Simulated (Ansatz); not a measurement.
As: energy change per atom and pressure as volume scale varies

Results calculated with Ansatz 0.2.0, not measured. Plane-wave DFT, scalar-relativistic PAW made under PBE with cores redone for the functional, no dispersion; the given relaxed cell is scaled uniformly, energy at zero smearing counts from the unscaled cell, pressure at the given Fermi-Dirac smearing is positive in compression.

The cell before it is scaled or strained (space group P6_3/mmc, No. 194):
```
As
1.0
      2.9757     0.0000     0.0000
     -1.4879     2.5771     0.0000
      0.0000     0.0000    10.0676
As
4
Direct
  0.00000 1.00000 1.00000
  0.00000 1.00000 0.50000
  0.33333 0.66667 0.25000
  0.66667 0.33333 0.75000
```

Settings of every row: spin polarised no; functional PBE; wave cutoff 420 eV; smearing width 0.1 eV; k mesh 14x14x4.

Atom starting moment: 0 on all atoms.

Limits: the cell comes from a prototype or a list of computed structures and needn't be the stable phase.

| row | volume scale | V (Å³/atom) | energy change per atom (meV) | pressure (GPa) |
| --- | --- | --- | --- | --- |
| 1 | 0.88 | 16.985 | 84.04 | 13.39 |
| 2 | 0.92 | 17.757 | 33.69 | 7.86 |
| 3 | 0.96 | 18.529 | 7.3 | 3.44 |
| 4 | 1.04 | 20.073 | ? | ? |
| 5 | 1.08 | 20.845 | 28.64 | -5.29 |
| 6 | 1.12 | 21.617 | 59.27 | -7.16 |

Question: what energy change per atom and pressure should row 4 give?

Worked fit of energy change per atom. Take u = (V_r/V)^(2/3) − 1 with V_r = 18.529 Å³ an atom, which is twice the finite (Eulerian) strain; such expansions in the strain, on which the Birch-Murnaghan equation of state is built, carry the rest volume and the bulk modulus. The shown rows have u = 0.05972, 0.02878, 0, -0.07551, -0.09766. Least squares give energy change per atom = 7.295 + 593.13 × u + 11545.5 × u² meV; a straight line predicts inner rows, each left out in turn, worse (root mean square 30 against 0.37 meV). The rows lie off it by 0.15, -0.24, 0.00, 0.30, -0.21 (root mean square 0.21 meV). The withheld row has u = -0.05196, so the fit gives 7.295 + 593.13 × (-0.05196) + 11545.5 × (-0.05196)² = 7.65 meV.

The calculation gave 8.08 meV. The fit lies 0.43 meV (5.3 % of the value, 0.56 % of the column's range) below it; its largest miss of a shown row is 0.30 meV.

Worked fit of pressure. Take u = (V_r/V)^(2/3) − 1 with V_r = 18.529 Å³ an atom, which is twice the finite (Eulerian) strain; such expansions in the strain, on which the Birch-Murnaghan equation of state is built, carry the rest volume and the bulk modulus. The shown rows have u = 0.05972, 0.02878, 0, -0.07551, -0.09766. Least squares give pressure = 3.442 + 144.17 × u + 368.5 × u² GPa; a straight line predicts inner rows, each left out in turn, worse (root mean square 0.97 against 0.062 GPa). The rows lie off it by 0.02, -0.04, 0.00, 0.05, -0.04 (root mean square 0.035 GPa). The pressure vanishes at u = -0.0255, or V = 19.26 Å³ an atom, and there the bulk modulus at fixed shape and fractions is B = −V dP/dV = (2/3)(1 + u) dP/du = 81.4 GPa. Letting shape and atoms relax would as a rule lower it, by much in layered, chain or molecular crystals. The withheld row has u = -0.05196, so the fit gives 3.442 + 144.17 × (-0.05196) + 368.5 × (-0.05196)² = -3.05 GPa.

The calculation gave -2.97 GPa. The fit lies 0.08 GPa (2.7 % of the value, 0.39 % of the column's range) below it; its largest miss of a shown row is 0.05 GPa.
